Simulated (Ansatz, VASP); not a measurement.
# WSe4 in VASP and in Ansatz

```
CELL_PARAMETERS angstrom
5.46020 0.00000 0.00000
0.00000 5.46020 0.00000
0.00000 0.00000 5.46020
ATOMIC_POSITIONS crystal
W 0.00000 0.00000 0.00000
Se 0.24514 0.24514 0.24514
Se 0.75486 0.75486 0.24514
Se 0.24514 0.75486 0.75486
Se 0.75486 0.24514 0.75486
```

Change from the starting cell: species swapped into the SnI4 type (P-43m, No. 215).

Alike in both runs: functional PBE; k mesh 8 × 8 × 8; occupations gaussian, width 0.1 eV; no spin polarisation.

Ansatz relaxed the structure, and its values are those at the end. VASP's run is a single point on that final structure, the one shown.

|  | VASP | Ansatz |
| --- | --- | --- |
| version | VASP 6.6.1 | Ansatz 0.2.0 |
| potentials or method | VASP PAW PBE potentials, release 64 (W_sv, Se) | scalar-relativistic, plane waves, PAW |
| plane-wave cutoff (eV) | 520 | 420 |
| valence electrons in the cell | 38 | 78 |

|  | VASP | Ansatz | Ansatz less VASP |
| --- | --- | --- | --- |
| gap on the k mesh at the Fermi level (eV) | none | none | - |
| pressure (GPa) | 0.1 | 0.0 | -0.10 |
| rms of the force components (eV/Å) | 0.025 | 0.008 | -0.0175 |

A gap of «none» marks a metal or a gap that the smearing closes. The functional is the same, so the differences come from potentials, cutoffs and numerics. The two sets of potentials don't hold the same shells in valence.

Spin-orbit coupling is left out, which matters for the levels of W.
